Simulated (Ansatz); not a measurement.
The system is MoS2, a slab with vacuum.

```
CELL_PARAMETERS angstrom
3.18454 0.00000 0.00000
-1.59227 2.75789 0.00000
0.00000 0.00000 21.67053
ATOMIC_POSITIONS crystal
Mo 0.33333 0.66667 0.85116
Mo 0.66667 0.33333 0.14884
S 0.66667 0.33333 0.77963
S 0.33333 0.66667 0.07725
S 0.66667 0.33333 0.92275
S 0.33333 0.66667 0.22037
```

| Item | Value |
| --- | --- |
| Program | Ansatz 0.2.0 |
| Task | single point |
| Functional | PBEsol |
| Potentials or basis | all-electron LAPW, scalar-relativistic |
| Cutoff | 262 eV (chosen from the basis error) |
| Basis error allowed | 0.001 eV/atom |
| k mesh | 10 × 10 × 2 |
| Occupations | fermi-dirac, width 0.05 eV |
| Spin | no spin polarisation |

On this cell: largest force 0.133 eV/Å; band gap on the k mesh 1.38 eV, indirect (least direct gap 1.89 eV).

The same run follows on a disturbed copy (atoms moved at random, drawn with an rms of 0.05 Å):

```
Mo S
1.0
     3.18454    0.00000    0.00000
    -1.59227    2.75789    0.00000
     0.00000    0.00000   21.67053
Mo S
2 4
Cartesian
  0.0310 1.8429 18.4396
  1.6098 0.9509 3.2172
  1.5822 0.9587 16.8691
  -0.0051 1.8376 1.6756
  1.5373 0.9285 20.0170
  0.0080 1.8008 4.7328
```

Task: What changes?

Result: The energy moves by +17.3 meV/atom; largest force 1.260 eV/Å; band gap on the k mesh 1.30 eV, indirect (least direct gap 1.76 eV).

Forces in eV/Å, atoms in the order of the input:
```
Mo  -1.195  0.396  0.041
Mo  -0.339 -1.065 -0.436
S    0.417 -0.307  0.483
S    0.227  0.355 -0.141
S    0.780 -0.089 -0.502
S    0.111  0.709  0.555
```

Stress tensor (GPa, compression positive):
```
-1.82 -0.19  0.32
-0.19 -2.63  0.73
 0.32  0.73 -0.53
```

A k mesh can miss the band edges.
